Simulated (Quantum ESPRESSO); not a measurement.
Runs of Quantum ESPRESSO 7.5 on SnSe. The structure is cubic, space group Fm-3m (No. 225). Conventional cell: a = 6.020 Å, b = 6.020 Å, c = 6.020 Å, α = 90.00°, β = 90.00°, γ = 90.00°. Sn (site symmetry m-3m) is surrounded by 6 Se at 3.01 Å. Se (site symmetry m-3m) has 6 Sn at 3.01 Å as nearest neighbours. Measurements of this composition are mostly on another form, of space group No. 62.

```tsv
level	potentials or basis	k mesh	form of the LDA correlation	mesh quality	pressure (GPa)
WC	GBRV 1.5 PBE	6 × 6 × 6, shifted	-	not flagged	(a)
PBEsol	GBRV 1.5 PBEsol	6 × 6 × 6, shifted	-	not flagged	-1.9
BLYP	GBRV 1.5 PBE	6 × 6 × 6, shifted	-	not flagged	4.9
LDA	GBRV 1.5 LDA	4 × 4 × 4, shifted	PZ81	not flagged	-3.4
LDA	GBRV 1.5 LDA	2 × 2 × 2, shifted	PZ81	coarse	(b)
```

Alike in all rows: task dielectric tensor; no spin polarisation; cell as given; cutoff (eV) 925; smearing fermi-dirac 0.05 eV.

Question: Estimate the missing entries.

Answer: (a) -1.8; (b) -6.0.

Caveats: some runs use coarse meshes; the cell is more than 3 GPa from zero pressure, which shifts response properties (some runs); the potentials were made for another functional, which shifts forces and pressure (some runs).
